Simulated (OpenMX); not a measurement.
**Zr under changes of volume**

One of the cells (23.281 Å³/atom); the others are scaled copies at fixed shape and fractional positions:

```xyz
2
Lattice="3.2320 0.0000 0.0000 -1.6160 2.7990 0.0000 0.0000 0.0000 5.1470" Properties=species:S:1:pos:R:3 pbc="T T T"
Zr    1.6160    0.9330    3.8603
Zr    0.0000    1.8660    1.2868
```

```yaml
Program: OpenMX 3.8.5
Functional: LDA
Potentials_or_basis: OpenMX 2013 LDA set, Zr7.0-s3p2d2, fixed grid of 35 × 35 × 63 points
k_mesh: 9 × 9 × 5
Occupations: fermi-dirac, width 0.05 eV
Spin: no spin polarisation
```

```tsv
volume (Å³/atom)	energy over the lowest point (meV/atom)	largest force (eV/Å)
21.884	0.40	0.006
22.350	0.00	0.005
22.815	6.04	0.009
23.281	?	?
23.746	35.15	0.007
24.212	57.26	0.010
24.678	83.91	0.005
```

Problem. What does the run at 23.281 Å³/atom give?

Solution. Energy over the lowest point 17.93 meV/atom; largest force 0.006 eV/Å.

Worked out: A Birch-Murnaghan fit of order 3 (a polynomial in V^(-2/3)) to the other rows has its minimum at 22.14 Å³/atom with B0 = V·E''(V) = 109 GPa and B' = 3.3 at fixed shape and positions, which overstates the stiffness. It gives 17.93 meV/atom at 23.281 Å³/atom, against the run's 17.93.

Energies are extrapolated to zero smearing.

Caveats: the basis of atomic orbitals isn't converged, which shifts pressures, moduli and gaps.
